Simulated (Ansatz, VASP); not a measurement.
## Two plane-wave programs on BaO

The input INCAR:

```
PREC = Accurate
ENCUT = 520
EDIFF = 1E-6
ISMEAR = -1
SIGMA = 0.05
LREAL = False
LASPH = True
NELM = 80
ALGO = Normal
ISIF = 2
LWAVE = False
LCHARG = False
LDIPOL = True
IDIPOL = 3
DIPOL = 0.5 0.5 0.500
GGA = PE
NBANDS = 42
```

The input KPOINTS:

```
Automatic mesh
0
Gamma
  8 8 1
```

Contents of POSCAR:

```
BaO
1.0
    3.8890872965      0.0000000000      0.0000000000
   -1.9445436483      3.3680483963      0.0000000000
    0.0000000000      0.0000000000     26.1139926819
O Ba
4 4
Direct
    0.3333333333      0.6666666667      0.2872023475
    0.0000000000      0.0000000000      0.4088010061
    0.6666666667      0.3333333333      0.5303996646
    0.3333333333      0.6666666667      0.6519983232
    0.6666666667      0.3333333333      0.3480016768
    0.3333333333      0.6666666667      0.4696003354
    0.0000000000      0.0000000000      0.5911989939
    0.6666666667      0.3333333333      0.7127976525
```

input.yaml

```yaml
crystal:
  lattice:
    - [3.8890872965, 0.0, 0.0]
    - [-1.9445436483, 3.3680483963, 0.0]
    - [0.0, 0.0, 26.1139926819]
  atoms:
    - { symbol: O, position: [0.3333333333, 0.6666666667, 0.2872023475] }
    - { symbol: Ba, position: [0.6666666667, 0.3333333333, 0.3480016768] }
    - { symbol: O, position: [0.0, 0.0, 0.4088010061] }
    - { symbol: Ba, position: [0.3333333333, 0.6666666667, 0.4696003354] }
    - { symbol: O, position: [0.6666666667, 0.3333333333, 0.5303996646] }
    - { symbol: Ba, position: [0.0, 0.0, 0.5911989939] }
    - { symbol: O, position: [0.3333333333, 0.6666666667, 0.6519983232] }
    - { symbol: Ba, position: [0.6666666667, 0.3333333333, 0.7127976525] }
hamiltonian:
  xc: pbe
  pseudopotentials: { kind: paw }
kpoints:
  mp_grid: { grid: [8, 8, 1] }
scf:
  occupations: { method: fermi_dirac, width: 0.05 }
output:
  forces: true
  eigenvalues: true
efield:
  axis: 3
  dipole_correction: true
  ramp_width: 0.04
```

Alike in both runs: task single point; functional PBE; k mesh 8 × 8 × 1; occupations fermi-dirac, width 0.05 eV; no spin polarisation.

|  | VASP | Ansatz |
| --- | --- | --- |
| version | VASP 6.6.1 | Ansatz 0.2.0 |
| potentials or method | VASP PAW PBE potentials, release 64 (O, Ba_sv) | Ansatz PAW |
| plane-wave cutoff (eV) | 520 | 420 |
| valence electrons in the cell | 64 | 64 |

Ansatz gave:

| Quantity | Value |
| --- | --- |
| gap on the k mesh at the Fermi level (eV) | none |
| rms of the force components (eV/Å) | 0.730 |

Question: Estimate VASP's values.

Answer: gap on the k mesh at the Fermi level (eV): none; rms of the force components (eV/Å): 0.714.

A gap of «none» marks a metal or a gap that the smearing closes. With one functional, cell and mesh, what is left measures potentials, basis and numerics.

The runs have no spin-orbit coupling, so splittings on Ba are missing.
